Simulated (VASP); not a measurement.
# Ca (Immm) in VASP: notebook

Runs on Ca. Level: PBE. Tasks: single point.

Program: VASP 6.6.1. These are calculated values, not measurements. Logs are shortened: lines on timing, memory, paths and dates and some standing lists are left out, and cuts for length are marked.

**1. Starting point**

Symmetry: Immm, No. 71, orthorhombic system. The conventional cell has a = 4.193 Å, b = 4.203 Å, c = 4.891 Å, α = 90.00°, β = 90.00°, γ = 90.00°. Ca (site symmetry mmm) is surrounded by 12 Ca at 3.85 to 4.20 Å.

This isn't the form of Ca at room conditions, which is fcc.

**2. Single point, PBE**

INCAR reads:

```
PREC     = Accurate       # precision mode
ENCUT    = 400            # plane-wave cutoff, eV
EDIFF    = 1E-6           # SCF threshold, eV
ISMEAR   = 1              # smearing method
SIGMA    = 0.02           # smearing width, eV
LREAL    = False          # projectors in reciprocal space
LASPH    = True           # aspherical terms in the spheres
NELM     = 100            # most SCF steps
ALGO     = Normal         # electronic algorithm
ISIF     = 2              # what is computed and relaxed
LWAVE    = False          # write WAVECAR
LCHARG   = False          # write CHGCAR
GGA      = PE             # functional
ADDGRID  = False
```

KPOINTS reads:

```
Automatic mesh
0
Gamma
  12 12 12
```

POSCAR reads:

```
Ca
1.0
   -2.0964874600      2.1017318100      2.4453524600
    2.0964874600     -2.1017318100      2.4453524600
    2.0964874600      2.1017318100     -2.4453524600
Ca
1
Direct
    0.5000000000      0.5000000000      0.0000000000
```

Potentials or basis: VASP PAW PBE potentials, release 64 (Ca_pv).

Run with:

```
> cat potpaw_PBE.64/Ca_pv/POTCAR > POTCAR
> mpirun -np 1 vasp_std > vasp.out
```

OUTCAR:

```text
PREC = Accurate
   ENCUT = 400
   EDIFF = 1E-6
   ISMEAR = 1
   LREAL = False
   LASPH = True
   NELM = 100
   ISIF = 2
   GGA = PE

 Found    280 irreducible k-points:

 Following reciprocal coordinates:
            Coordinates               Weight
  0.000000  0.000000  0.000000      1.000000
  0.083333  0.000000 -0.000000      4.000000
  0.166667  0.000000  0.000000      4.000000
  0.250000 -0.000000  0.000000      4.000000
  0.333333  0.000000  0.000000      4.000000
  0.416667  0.000000  0.000000      4.000000
   k-points           NKPTS =    280   k-points in BZ     NKDIM =    280   number of bands    NBANDS=      8
   number of dos      NEDOS =    301   number of ions     NIONS =      1
   total plane-waves  NPLWV =  21952
   dimension x,y,z NGX =    28 NGY =   28 NGZ =   28
   dimension x,y,z NGXF=    56 NGYF=   56 NGZF=   56
   ions per type =               1
   NGX,Y,Z   is equivalent  to a cutoff of  12.10, 12.10, 12.10 a.u.
   NGXF,Y,Z  is equivalent  to a cutoff of  24.21, 24.21, 24.21 a.u.
 SYSTEM =  unknown system
   PREC   = accura    normal or accurate (medium, high low for compatibility)
   ISTART =      0    job   : 0-new  1-cont  2-samecut
   ICHARG =      2    charge: 1-file 2-atom 10-const
   ISPIN  =      1    spin polarized calculation?
   LNONCOLLINEAR =      F non collinear calculations
   LSORBIT =      F    spin-orbit coupling
   LASPH  =      T    aspherical Exc in radial PAW
   ENCUT  =  400.0 eV  29.40 Ry    5.42 a.u.   6.27  6.27  6.27*2*pi/ulx,y,z
   NELM   =    100;   NELMIN=  2; NELMDL= -5     # of ELM steps
   EDIFF  = 0.1E-05   stopping-criterion for ELM
   LREAL  =      F    real-space projection
[... 7 lines left out ...]
   TEBEG  =    0.0;   TEEND  =   0.0 temperature during run
   PSTRESS=    0.0 pullay stress
   NELECT =       8.0000    total number of electrons
   NUPDOWN=      -1.0000    fix difference up-down
   EMIN   =  10.00;   EMAX   =-10.00  energy-range for DOS
   EFERMI =   0.00;   METHOD = LEGACY
   ISMEAR =     1;   SIGMA  =   0.02  broadening in eV -4-tet -1-fermi 0-gaus
   EFERMI_NEDOS =   21; number of points for ismear=-14 and -15
   IALGO  =     38    algorithm
   IMIX   =      4    mixing-type and parameters
     AMIX     =   0.40;   BMIX     =  1.00
     AMIX_MAG =   1.60;   BMIX_MAG =  1.00
  volume/ion in A,a.u.               =      43.10       290.85
  Fermi-wavevector in a.u.,A,eV,Ry     =   0.933859  1.764737 11.865532  0.872092
  Thomas-Fermi vector in A             =   2.060604
   LORBIT       =      0    0 simple, 1 ext, 2 COOP (PROOUT), +10 PAW based schemes
   GGA     = PE    functional components
   LHFCALC =     F    Hartree Fock is set to
   AEXX    =    0.0000 exact exchange contribution
   IVDW    =     0    specifies the selected vdW correction
   LEPSILON=     F    determine dielectric tensor
   LRPA    =     F    only Hartree local field effects (RPA)
 non-spin polarized calculation
 Methfessel and Paxton  Order N= 1 SIGMA  =   0.02
  energy-cutoff  :      400.00
  volume of cell :       43.10
 maximum number of plane-waves:       796
 NGX is ok and might be reduce to    28

 number of electron       8.0000002 magnetization

 Free energy of the ion-electron system (eV)
  ---------------------------------------------------
  ext. energy  EPLUGINS =         0.00000000
  ---------------------------------------------------
  free energy    TOTEN  =        -1.90655493 eV

  energy without entropy =       -1.90661585  energy(sigma->0) =       -1.90657524

 E-fermi :   2.1388     XC(G=0):  -7.6342

 val. band max:        2.1313482835   @ k =   0.3333   0.3333   0.0000
 cond. band min:       2.1465760173   @ k =   0.5000  -0.4167   0.3333
 fundamental gap:      0.0152277338
 Fermi energy:         2.1388365046

 k-point     1 :       0.0000    0.0000    0.0000
  band No.  band energies     occupation
      1     -20.8694      2.00000
      2     -20.8692      2.00000
      3     -20.8542      2.00000
      4      -1.8722      2.00000
      5       4.2934      0.00000
      6       4.3069      0.00000
      7       4.8874      0.00000
      8       5.0073      0.00000

 k-point     2 :       0.0833    0.0000   -0.0000
  band No.  band energies     occupation
      1     -20.8752      2.00000
      2     -20.8717      2.00000
      3     -20.8572      2.00000
      4      -1.7540      2.00000
      5       4.2430      0.00000
      6       4.3307      0.00000
      7       4.8849      0.00000
      8       4.9666      0.00000

 k-point     3 :       0.1667    0.0000    0.0000
  band No.  band energies     occupation
      1     -20.8970      2.00000
      2     -20.8781      2.00000
      3     -20.8599      2.00000
      4      -1.4071      2.00000
      5       4.0110      0.00000
      6       4.3061      0.00000
      7       4.9463      0.00000
      8       4.9921      0.00000

 k-point     4 :       0.2500   -0.0000    0.0000
  band No.  band energies     occupation
      1     -20.9291      2.00000
      2     -20.8868      2.00000
      3     -20.8610      2.00000
      4      -0.8555      2.00000
      5       3.5784      0.00000
      6       4.1605      0.00000
      7       4.9898      0.00000
      8       5.3149      0.00000

 k-point     5 :       0.3333    0.0000    0.0000
  band No.  band energies     occupation
      1     -20.9613      2.00000
      2     -20.8955      2.00000
      3     -20.8617      2.00000
      4      -0.1442      2.00000
      5       3.0397      0.00000
      6       3.9888      0.00000
      7       4.9864      0.00000
      8       5.6655      0.00000

 k-point     6 :       0.4167    0.0000    0.0000
  band No.  band energies     occupation
      1     -20.9848      2.00000
      2     -20.9019      2.00000
      3     -20.8621      2.00000
      4       0.6422      2.00000
      5       2.4355     -0.00000
      6       3.8637      0.00000
      7       4.9330      0.00000
      8       5.7947      0.00000

 [... further k-points ...]
[... 5 lines left out ...]
  --------------------------------------------------------------------------------------
  -------------------------------------------------------------------------------------
  Total       -0.1424995     -0.1559598     -0.0031859      0.0000000      0.0000000      0.0000000
  in kB       -5.2972802     -5.7976546     -0.1184312      0.0000000      0.0000000      0.0000000
  external PRESSURE =      -3.7377887 kB  Pullay stress =       0.0000000 kB

 VOLUME and BASIS-vectors are now :
 -----------------------------------------------------------------------------
  energy-cutoff  :      400.00
  volume of cell :       43.10
      direct lattice vectors                 reciprocal lattice vectors
    -2.096487460  2.101731810  2.445352460     0.000000000  0.237899050  0.204469502
     2.096487460 -2.101731810  2.445352460     0.238494153  0.000000000  0.204469502
     2.096487460  2.101731810 -2.445352460     0.238494153  0.237899050  0.000000000

 POSITION                                       TOTAL-FORCE (eV/Angst)
 -----------------------------------------------------------------------------------
      0.00000      0.00000      2.44535         0.000000      0.000000      0.000000
 -----------------------------------------------------------------------------------
    total drift:                                0.000000     -0.000000      0.000000

  FREE ENERGIE OF THE ION-ELECTRON SYSTEM (eV)
  ---------------------------------------------------
  free  energy   TOTEN  =        -1.9065549342 eV

  energy  without entropy=       -1.9066158478  energy(sigma->0) =       -1.90657524
```

Wall time 30 s (1 thread of Intel Xeon Platinum 8488C (Sapphire Rapids), shared host); peak memory 0.2 GiB.

The run converged, but some of its settings lie outside the range that counts as converged, so its numbers aren't taken as properties of the crystal.

What came out:

| Property | Result |
| --- | --- |
| Free energy | -1.9066 eV |
| Pressure | -0.4 GPa |
| Band gap on the k mesh | none (metal or under the smearing width) |

**3. Single point, PBE**

This run uses another cell than the first one, of the same volume but with other edges.

INCAR is that of step 2.

KPOINTS is that of step 2.

POSCAR reads:

```
Ca
1.0
   -2.1296130000      2.1366080000      2.5183870000
    2.0452440000     -2.1127450000      2.4255450000
    2.0940060000      2.0772270000     -2.4978770000
Ca
1
Direct
    0.5036690000      0.4760610000     -0.0172770000
```

Potentials or basis: VASP PAW PBE potentials, release 64 (Ca_pv).

Run with:

```
> cat potpaw_PBE.64/Ca_pv/POTCAR > POTCAR
> mpirun -np 1 vasp_std > vasp.out
```

OUTCAR:

```text
PREC = Accurate
   ENCUT = 400
   EDIFF = 1E-6
   ISMEAR = 1
   LREAL = False
   LASPH = True
   NELM = 100
   ISIF = 2
   GGA = PE

 Found    868 irreducible k-points:

 Following reciprocal coordinates:
            Coordinates               Weight
  0.000000  0.000000  0.000000      1.000000
  0.083333  0.000000  0.000000      2.000000
  0.166667 -0.000000  0.000000      2.000000
  0.250000 -0.000000  0.000000      2.000000
  0.333333 -0.000000  0.000000      2.000000
  0.416667  0.000000  0.000000      2.000000
   k-points           NKPTS =    868   k-points in BZ     NKDIM =    868   number of bands    NBANDS=      8
   number of dos      NEDOS =    301   number of ions     NIONS =      1
   total plane-waves  NPLWV =  21952
   dimension x,y,z NGX =    28 NGY =   28 NGZ =   28
   dimension x,y,z NGXF=    56 NGYF=   56 NGZF=   56
   ions per type =               1
   NGX,Y,Z   is equivalent  to a cutoff of  11.85, 12.21, 12.04 a.u.
   NGXF,Y,Z  is equivalent  to a cutoff of  23.69, 24.42, 24.09 a.u.
 SYSTEM =  unknown system
   PREC   = accura    normal or accurate (medium, high low for compatibility)
   ISTART =      0    job   : 0-new  1-cont  2-samecut
   ICHARG =      2    charge: 1-file 2-atom 10-const
   ISPIN  =      1    spin polarized calculation?
   LNONCOLLINEAR =      F non collinear calculations
   LSORBIT =      F    spin-orbit coupling
   LASPH  =      T    aspherical Exc in radial PAW
[... 55 lines left out ...]
 cond. band min:       2.1374731834   @ k =   0.0833   0.3333   0.2500
 fundamental gap:      0.0019899687
 Fermi energy:         2.1367540776

 k-point     1 :       0.0000    0.0000    0.0000
  band No.  band energies     occupation
      1     -20.8688      2.00000
      2     -20.8625      2.00000
      3     -20.8505      2.00000
      4      -1.8716      2.00000
      5       4.2181      0.00000
      6       4.3448      0.00000
      7       4.9501      0.00000
      8       4.9788      0.00000
[... 45 lines left out ...]
 k-point     6 :       0.4167    0.0000    0.0000
  band No.  band energies     occupation
      1     -20.9792      2.00000
      2     -20.8954      2.00000
      3     -20.8579      2.00000
      4       0.5963      2.00000
      5       2.3803     -0.00000
      6       3.9344      0.00000
      7       4.8850      0.00000
      8       5.7989      0.00000

 [... further k-points ...]
[... 5 lines left out ...]
  --------------------------------------------------------------------------------------
  -------------------------------------------------------------------------------------
  Total       -0.1372126     -0.1637247     -0.0401303      0.0348846     -0.0288490      0.0845021
  in kB       -5.1007420     -6.0863069     -1.4918064      1.2968022     -1.0724333      3.1412841
  external PRESSURE =      -4.2262851 kB  Pullay stress =       0.0000000 kB

 VOLUME and BASIS-vectors are now :
 -----------------------------------------------------------------------------
  energy-cutoff  :      400.00
  volume of cell :       43.10
      direct lattice vectors                 reciprocal lattice vectors
    -2.129613000  2.136608000  2.518387000     0.005544617  0.236380961  0.201221828
     2.045244000 -2.112745000  2.425545000     0.245206417  0.001067158  0.206447491
     2.094006000  2.077227000 -2.497877000     0.243696023  0.239358134  0.003003396

 POSITION                                       TOTAL-FORCE (eV/Angst)
 -----------------------------------------------------------------------------------
      1.95887      2.11169     -0.03158         0.000000      0.000000      0.000000
 -----------------------------------------------------------------------------------
    total drift:                               -0.000001      0.000007      0.000008

  FREE ENERGIE OF THE ION-ELECTRON SYSTEM (eV)
  ---------------------------------------------------
  free  energy   TOTEN  =        -1.9055837253 eV

  energy  without entropy=       -1.9055915919  energy(sigma->0) =       -1.90558635
```

OSZICAR:

```text
N       E                     dE             d eps       ncg     rms          rms(c)
DAV:   1     0.160613525893E+02    0.16061E+02   -0.36417E+03 13888   0.110E+03
DAV:   2    -0.112239587061E+01   -0.17184E+02   -0.17162E+02 14616   0.117E+02
DAV:   3    -0.188817551597E+01   -0.76578E+00   -0.76474E+00 22624   0.321E+01
DAV:   4    -0.189595980059E+01   -0.77843E-02   -0.77827E-02 18040   0.259E+00
DAV:   5    -0.189603370806E+01   -0.73907E-04   -0.73907E-04 23488   0.249E-01    0.746E-01
DAV:   6    -0.190133676758E+01   -0.53031E-02   -0.74091E-03 15888   0.175E+00    0.431E-01
DAV:   7    -0.190558370587E+01   -0.42469E-02   -0.86084E-03 16096   0.185E+00    0.523E-02
DAV:   8    -0.190557315382E+01    0.10552E-04   -0.43666E-04 19336   0.371E-01    0.910E-03
DAV:   9    -0.190558010804E+01   -0.69542E-05   -0.12294E-05 22432   0.331E-02    0.662E-03
DAV:  10    -0.190558375244E+01   -0.36444E-05   -0.26398E-06 17944   0.338E-02    0.722E-04
DAV:  11    -0.190558372526E+01    0.27174E-07   -0.74589E-08  7968   0.510E-03
   1 F= -.19055837E+01 E0= -.19055863E+01  d E =0.786659E-05
```

stdout:

```text
POSCAR found type information on POSCAR Ca
 POSCAR found :  1 types and       1 ions
 scaLAPACK will be used
 LDA part: xc-table for (Slater+PW92), standard interpolation
 POSCAR, INCAR and KPOINTS ok, starting setup
 FFT: planning ... GRIDC
 FFT: planning ... GRID_SOFT
 FFT: planning ... GRID
 WAVECAR not read
 entering main loop
```

Wall time 91 s (1 thread of Intel Xeon Platinum 8488C (Sapphire Rapids), shared host); peak memory 0.34 GiB.

The run converged, but some of its settings lie outside the range that counts as converged, so its numbers aren't taken as properties of the crystal.

What came out:

- Free energy: -1.9056 eV
- Pressure: -0.4 GPa
- Band gap on the k mesh: none (metal or under the smearing width)

**4. Single point, PBE**

INCAR: that of step 3 with these lines changed.

```diff
@@ -1,2 +1,2 @@
-PREC     = Accurate       # precision mode
+PREC     = Low            # precision mode
 ENCUT    = 400            # plane-wave cutoff, eV
@@ -4,3 +4,3 @@
 ISMEAR   = 1              # smearing method
-SIGMA    = 0.02           # smearing width, eV
+SIGMA    = 0.1            # smearing width, eV
 LREAL    = False          # projectors in reciprocal space
```

KPOINTS is that of step 3.

POSCAR reads:

```
Ca
1.0
   -2.0964874600      2.1017318100      2.4453524600
    2.0964874600     -2.1017318100      2.4453524600
    2.0964874600      2.1017318100     -2.4453524600
Ca
1
Direct
    0.5000000000      0.5000000000      0.0000000000
```

Run with:

```
> cat potpaw_PBE.64/Ca_pv/POTCAR > POTCAR
> mpirun -np 1 vasp_std > vasp.out
```

Run time: 17 s. Hardware: 1 thread of Intel Xeon Platinum 8488C (Sapphire Rapids), shared host; peak memory 0.16 GiB.

These settings aren't checked as converged: the numbers below hold their error.

What came out:

- Free energy: -1.9074 eV
- Pressure: -0.4 GPa
- Band gap on the k mesh: none (metal or under the smearing width)

**5. Single point, PBE**

This run uses another cell than the first one, of the same volume but with other edges.

INCAR is that of step 4.

KPOINTS is that of step 4.

POSCAR reads:

```
Ca
1.0
   -2.1296130000      2.1366080000      2.5183870000
    2.0452440000     -2.1127450000      2.4255450000
    2.0940060000      2.0772270000     -2.4978770000
Ca
1
Direct
    0.5036690000      0.4760610000     -0.0172770000
```

Run with:

```
> cat potpaw_PBE.64/Ca_pv/POTCAR > POTCAR
> mpirun -np 1 vasp_std > vasp.out
```

Wall time 47 s (1 thread of Intel Xeon Platinum 8488C (Sapphire Rapids), shared host); peak memory 0.3 GiB.

The run converged, but some of its settings lie outside the range that counts as converged, so its numbers aren't taken as properties of the crystal.

What came out:

| Property | Result |
| --- | --- |
| Free energy | -1.9065 eV |
| Pressure | -0.4 GPa |
| Band gap on the k mesh | none (metal or under the smearing width) |

**6. Single point, PBE**

INCAR: that of step 5 with these lines changed.

```diff
@@ -1,2 +1,2 @@
-PREC     = Low            # precision mode
+PREC     = Normal         # precision mode
 ENCUT    = 400            # plane-wave cutoff, eV
```

KPOINTS is that of step 5.

POSCAR reads:

```
Ca
1.0
   -2.0964874600      2.1017318100      2.4453524600
    2.0964874600     -2.1017318100      2.4453524600
    2.0964874600      2.1017318100     -2.4453524600
Ca
1
Direct
    0.5000000000      0.5000000000      0.0000000000
```

Potentials or basis: VASP PAW PBE potentials, release 64 (Ca_pv).

Run with:

```
> cat potpaw_PBE.64/Ca_pv/POTCAR > POTCAR
> mpirun -np 1 vasp_std > vasp.out
```

Wall time 16 s (1 thread of Intel Xeon Platinum 8488C (Sapphire Rapids), shared host); peak memory 0.17 GiB.

These settings aren't checked as converged: the numbers below hold their error.

Results:

```yaml
Free_energy: -1.9070 eV
Pressure: -0.4 GPa
Band_gap_on_the_k_mesh: none (metal or under the smearing width)
```

**7. The reference run**

An earlier run on the cell as given: functional PBE; potentials or basis VASP PAW PBE potentials, release 64 (Ca_sv); cutoff 520 eV; k mesh 9 × 9 × 9; occupations fermi-dirac, width 0.05 eV; no spin polarisation.

- Pressure: -0.4 GPa
- Band gap on the k mesh: none (metal or under the smearing width)
